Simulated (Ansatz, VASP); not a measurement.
**Co in VASP and in Ansatz**

Contents of INCAR:

```
ALGO     = Fast           # electronic algorithm
EDIFF    = 1E-6           # SCF threshold, eV
ENCUT    = 520            # plane-wave cutoff, eV
GGA      = PE             # functional
ISIF     = 2              # what is computed and relaxed
ISMEAR   = -1             # smearing method
LASPH    = T              # aspherical terms in the spheres
LCHARG   = T              # write CHGCAR
LELF     = T              # ELF
LREAL    = F              # projectors in reciprocal space
LVHAR    = T            
LWAVE    = F              # write WAVECAR
NBANDS   = 26             # bands
NELM     = 100            # most SCF steps
PREC     = Accurate       # precision mode
SIGMA    = 0.05           # smearing width, eV
```

KPOINTS

```
k-points
0
Gamma
  12 12 4
```

File POSCAR:

```
Co
1.0
    2.4705617809      0.0000000000      0.0000000000
   -1.2352808905      2.1395692639      0.0000000000
    0.0000000000      0.0000000000      8.0882338000
Co
4
Direct
    0.6666666667      0.3333333333      0.7500000000
    0.0000000000      0.0000000000      0.5000000000
    0.3333333333      0.6666666667      0.2500000000
    0.0000000000      0.0000000000      0.0000000000
```

input.yaml

```yaml
crystal:
  lattice:
    - [2.4705617809, 0.0, 0.0]
    - [-1.2352808905, 2.1395692639, 0.0]
    - [0.0, 0.0, 8.0882338]
  atoms:
    - { symbol: Co, position: [0.6666666667, 0.3333333333, 0.75] }
    - { symbol: Co, position: [0.0, 0.0, 0.5] }
    - { symbol: Co, position: [0.3333333333, 0.6666666667, 0.25] }
    - { symbol: Co, position: [0.0, 0.0, 0.0] }
hamiltonian:
  xc: pbe
  pseudopotentials: { kind: paw }
kpoints:
  mp_grid: { grid: [12, 12, 4] }
scf:
  occupations: { method: fermi_dirac, width: 0.05 }
output:
  forces: true
  stress: true
  eigenvalues: true
```

Alike in both runs: task single point; functional PBE; k mesh 12 × 12 × 4; occupations fermi-dirac, width 0.05 eV; no spin polarisation.

|  | VASP | Ansatz |
| --- | --- | --- |
| version | VASP 6.6.1 | Ansatz 0.2.0 |
| potentials or method | VASP PAW PBE potentials, release 64 (Co) | Ansatz PAW |
| plane-wave cutoff (eV) | 520 | 420 |
| valence electrons in the cell | 36 | 68 |

Ansatz gave:

| Property | Result |
| --- | --- |
| gap on the k mesh at the Fermi level (eV) | none |
| pressure (GPa) | -8.3 |
| largest component of the traceless stress (GPa) | 1.00 |

Problem. What did VASP give for the same quantities?

Solution. gap on the k mesh at the Fermi level (eV): none; pressure (GPa): -8.8; largest component of the traceless stress (GPa): 0.97.

A gap of «none» marks a metal or a gap that the smearing closes. The functional is the same, so the differences come from potentials, cutoffs and numerics. The two sets of potentials don't hold the same shells in valence.

Caveats: the run has no spin polarisation, though such a crystal can be magnetic. Spin polarisation is off, so any magnetic state and its effect on volume and gap are missing.
